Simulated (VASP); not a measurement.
A run of VASP 6.6.1 is set up as follows.

INCAR

```
SYSTEM = TiC
ALGO = Normal ; EDIFF = 1E-7
EDIFFG = -0.002 ; ENCUT = 520
GGA = PE ; IBRION = 2
ISIF = 3 ; ISMEAR = 0
LASPH = .True. ; LCHARG = .False.
LREAL = .False. ; LWAVE = .False.
NELM = 80 ; NSW = 80
PREC = Accurate ; SIGMA = 0.1
```

KPOINTS

```
k-points
0
Gamma
  16 16 16
  0 0 0
```

Contents of POSCAR:

```
TiC                                     
1.0
    0.0000000000      2.1671264993      2.1671264993
    2.1671264993     -0.0000000000      2.1671264993
    2.1671264993      2.1671264993      0.0000000000
  Ti              C             
     1     1
Direct
     0.0000000000000000    0.0000000000000000    0.0000000000000000
     0.5000000000000000    0.5000000000000000    0.5000000000000000
```

Potentials or basis: VASP PAW PBE potentials, release 64 (Ti_sv, C).

Run with:

```sh
$ cat potpaw_PBE.64/Ti_sv/POTCAR potpaw_PBE.64/C/POTCAR > POTCAR
$ mpirun -np 1 vasp_std > vasp.out
```

Problem. Predict the band gap on the k mesh.

Solution. None (metal or under the smearing width).

Final structure:
```yaml
crystal:
  lattice:
    - [0.00000, 2.16713, 2.16713]
    - [2.16713, 0.00000, 2.16713]
    - [2.16713, 2.16713, 0.00000]
  atoms:
    - { symbol: Ti, position: [0.00000, 0.00000, 0.00000] }
    - { symbol: C, position: [0.50000, 0.50000, 0.50000] }
```

Caveat: the relaxation stopped at its first step, so nothing moved.
